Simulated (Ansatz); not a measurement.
# Al₂O₃ (Pnnm), two-dimensional strain map

These are results of Ansatz, DFT PBE, scalar-relativistic, plane waves, PAW, not measurements. Cutoff 420 eV, Γ-centred 6×4×8 k-points, Gaussian smearing of 0.05 eV. No spin polarisation. Energies are free energies at this smearing, counted from the undisturbed cell; pressure is positive in compression.

Reference structure (relaxed at this level; this form isn't the usual structure):

```
CELL_PARAMETERS angstrom
4.71218 0.00000 0.00000
0.00000 9.70354 0.00000
0.00000 0.00000 3.02571
ATOMIC_POSITIONS crystal
Al 0.43174 0.32956 0.50000
Al 0.56826 0.67044 0.50000
Al 0.93174 0.17044 0.00000
Al 0.06826 0.82956 0.00000
O 0.75455 0.22696 0.50000
O 0.00000 0.00000 0.00000
O 0.74545 0.72696 0.00000
O 0.25455 0.27304 0.00000
O 0.24545 0.77304 0.50000
O 0.50000 0.50000 0.50000
```

The cell is strained by p along both x and y and by q along z, fractional coordinates fixed. Points are written (p, q).

Energy above the undisturbed cell in meV/atom (a dash: not computed):

```
 p \ q  -0.080  -0.040  0.000  0.040  0.080
-0.080   453.7   327.9  265.8      ?  274.2
-0.040       ?       –   59.4      –  101.6
 0.000       ?       ?    0.0   19.2   70.0
 0.040   118.0       –   47.6      –  139.9
 0.080   215.6   168.7  172.0  213.0  282.0
```

Problem. Fill in the withheld energies.

Solution. (-0.080, 0.040): 251.9; (-0.040, -0.080): 201.1; (0.000, -0.080): 102.8; (0.000, -0.040): 23.3.

Cost: 21 runs of about 14 core-minutes in all, on Intel Xeon Processor @ 2.50GHz (Skylake/Cascade Lake) (shared hosts).